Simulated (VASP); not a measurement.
Set up this calculation in VASP 6.6.1, as the native input.

- Task: single point
- Functional: PBE
- Potentials or basis: VASP PAW PBE potentials, release 64 (Ba_sv)
- Cutoff: 520 eV
- k mesh: 15 × 15 × 14
- Occupations: gaussian, width 0.15 eV
- Spin: no spin polarisation
- Dipole correction: no
- Further INCAR settings: ALGO = Fast; EDIFF = 1e-06; NBANDS = 11

The structure of Ba lies in POSCAR:

```
Ba
1.0
    4.6445450604      0.0000000000      0.0000000000
   -2.3222725302      4.0222940113      0.0000000000
    0.0000000000      0.0000000000      3.3724773480
Ba
1
Direct
    0.0000000000      0.0000000000      0.0000000000
```

This isn't the form of Ba at room conditions, which is bcc.

One way to write it, as run:

INCAR

```
SYSTEM = Ba
PREC = Accurate
ENCUT = 520
EDIFF = 1E-6
ISMEAR = 0
SIGMA = 0.15
LREAL = .False.
LASPH = .True.
NELM = 100
ALGO = Fast
ISIF = 2
LWAVE = .False.
LCHARG = .True.
GGA = PE
LELF = .True.
LVHAR = .True.
NBANDS = 11
```

KPOINTS

```
regular mesh
0
Gamma
  15 15 14
  0 0 0
```

Potentials or basis: VASP PAW PBE potentials, release 64 (Ba_sv).

Run with:

```console
$ cat potpaw_PBE.64/Ba_sv/POTCAR > POTCAR
$ mpirun -np 1 vasp_std > vasp.out
```

Results of the run:

```yaml
Pressure: 0.5 GPa
Band_gap_on_the_k_mesh: none (metal or under the smearing width)
```

Wall time 53 s on 1 thread of Intel(R) Xeon(R) 6975P-C (Granite Rapids), on a shared host, peak memory 0.29 GiB.
